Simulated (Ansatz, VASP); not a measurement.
# C in VASP and in Ansatz

INCAR

```
  ALGO = Normal
  EDIFF = 1E-6
  ENCUT = 520
  ISIF = 2
  ISMEAR = 0
  LASPH = True
  LCHARG = False
  LREAL = False
  LWAVE = False
  NBANDS = 11
  NELM = 60
  PREC = Accurate
  SIGMA = 0.05
```

The input KPOINTS:

```
k-points
0
Gamma
  12 12 12
```

POSCAR

```
C
1.0
    1.1896251106      0.6868303778      3.5665822369
   -1.1896251106      0.6868303778      3.5665822369
    0.0000000000     -1.3736607556      3.5665822369
C
2
Direct
    0.1640000000      0.1640000000      0.1640000000
    0.8360000000      0.8360000000      0.8360000000
```

Input for Ansatz:

```yaml
crystal:
  lattice:
    - [1.1896251106, 0.6868303778, 3.5665822369]
    - [-1.1896251106, 0.6868303778, 3.5665822369]
    - [0.0, -1.3736607556, 3.5665822369]
  atoms:
    - { symbol: C, position: [0.164, 0.164, 0.164] }
    - { symbol: C, position: [0.836, 0.836, 0.836] }
basis:
  ecutwfc: 420
kpoints:
  mp_grid: { grid: [12, 12, 12] }
hamiltonian:
  xc: lda
scf:
  occupations: { method: gaussian, width: 0.05 }
output:
  forces: true
  stress: true
  eigenvalues: true
```

Alike in both runs: task single point; functional LDA; k mesh 12 × 12 × 12; occupations gaussian, width 0.05 eV; no spin polarisation.

|  | VASP | Ansatz |
| --- | --- | --- |
| version | VASP 6.6.1 | Ansatz 0.2.0 |
| potentials or method | VASP PAW LDA potentials, release 64 (C) | scalar-relativistic, plane waves, PAW |
| plane-wave cutoff (eV) | 520 | 420 |
| valence electrons in the cell | 8 | 8 |

```csv
,VASP,Ansatz,Ansatz less VASP
gap on the k mesh at the Fermi level (eV),0.52,0.51,-0.001
least direct gap on the mesh (eV),0.52,0.51,-0.001
pressure (GPa),24.9,24.2,-0.76
largest component of the traceless stress (GPa),27.21,26.30,-0.910
rms of the force components (eV/Å),0.545,0.548,+0.0032
```

Atom by atom the forces differ by 0.003 eV/Å (rms over components).

Caveats: so large a pressure means that the cell lies far from this level's equilibrium, or that cutoff or potentials fall short (VASP).
